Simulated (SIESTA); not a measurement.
# W under changes of volume

One of the cells (16.165 Å³/atom); the others are scaled copies at fixed shape and fractional positions:

```
W
1.0
    -1.59282    1.59282    1.59282
     1.59282   -1.59282    1.59282
     1.59282    1.59282   -1.59282
W
1
Direct
  0.00000 0.00000 0.00000
```

```yaml
Program: SIESTA 5.4.2
Functional: PBE
Potentials_or_basis: PseudoDojo 0.4 standard (PBE files)
Basis: DZP (energy shift 0.002 Ry)
Grid_cutoff: 800 Ry
Energy_shift: 0.002 Ry
k_mesh: 12 × 12 × 12
Occupations: fermi-dirac, width 0.05 eV
Spin: no spin polarisation
```

| volume (Å³/atom) | energy over the lowest point (meV/atom) | pressure (GPa) |
| --- | --- | --- |
| 14.897 | 147.16 | 35.6 |
| 15.214 | ? | ? |
| 15.531 | 42.04 | 18.1 |
| 16.165 | 0.45 | 3.4 |
| 16.482 | 0.00 | -2.9 |
| 16.798 | 11.25 | -8.5 |

Problem. What does the run at 15.214 Å³/atom give?

Solution. Energy over the lowest point 86.00 meV/atom; pressure 26.5 GPa.

Worked out: A Birch-Murnaghan fit of order 3 (a polynomial in V^(-2/3)) to the other rows has its minimum at 16.34 Å³/atom with B0 = V·E''(V) = 323 GPa and B' = 3.9. It gives 85.85 meV/atom at 15.214 Å³/atom, against the run's 86.00, and -dE/dV = 26.4 GPa, against 26.5.

Energies are extrapolated to zero smearing.

Caveats: semicore shells carry a single zeta, which can move pressures by several GPa and volumes by a few percent; the basis of atomic orbitals isn't converged, which shifts pressures, moduli and gaps.
